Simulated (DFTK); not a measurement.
Crystal: PbF2 (Fluorocronite).

```xyz
3
Lattice="0.0000 2.9637 2.9637 2.9637 0.0000 2.9637 2.9637 2.9637 0.0000" Properties=species:S:1:pos:R:3 pbc="T T T"
Pb    0.0000    0.0000    0.0000
F     4.4455    4.4455    4.4455
F     1.4818    1.4818    1.4818
```

Base run:

- Program: DFTK 0.8.2
- Functional: PBE
- Potentials or basis: dojo.nc.sr.pbe.v0_4_1.standard.upf (PBE)
- Cutoff: 1143 eV
- k mesh: 8 × 8 × 8
- Occupations: fermi-dirac, width 0.05 eV
- Spin: no spin polarisation

Its results: band gap on the k mesh 4.43 eV, indirect (least direct gap 4.58 eV); pressure 2.7 GPa.

The run is repeated on the same cell with these changes: functional from PBE to PBEsol; potentials or basis from dojo.nc.sr.pbe.v0_4_1.standard.upf (PBE) to dojo.nc.sr.pbesol.v0_4_1.standard.upf (PBEsol). What comes out?

Band gap on the k mesh 4.32 eV, indirect (least direct gap 4.47 eV); pressure -1.0 GPa.

Caveats: spin-orbit coupling is left out, which as a rule narrows the gap of such compounds by several tenths of an eV.

A k mesh can miss the band edges.

Not every run made on this cell is shown here.
